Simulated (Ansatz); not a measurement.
The system is C.

```
C
1.0
     2.12732   -1.22828    0.00000
     2.12732    1.22828    0.00000
    -1.37907    0.00000    3.50283
C
2
Direct
  0.16664 0.16664 0.99991
  0.83336 0.83336 0.00009
```

This is a stacking variant of graphite.

Program: Ansatz 0.2.0. Alike in all runs: task band structure; potentials or basis Ansatz PAW; no spin polarisation; cell as given; k mesh 13 × 13 × 8; smearing fermi-dirac 0.05 eV.

Problem. Order these runs on this cell by their pressure, lowest first.
A. level BLYP; cutoff (eV) 420
B. level r2SCAN; cutoff (eV) 500
C. level LDA; cutoff (eV) 420

Solution. C (-4.1 GPa), B (-0.2 GPa), A (6.4 GPa).

Caveats: the PAW data sets come from PBE, with cores solved anew for the run's functional, which leaves a small shift of forces and pressure; this functional lacks dispersion, which binds the layers, so the pressure and a relaxed spacing across them are unreliable (some runs).

Runs at the PBE level aren't shown here.
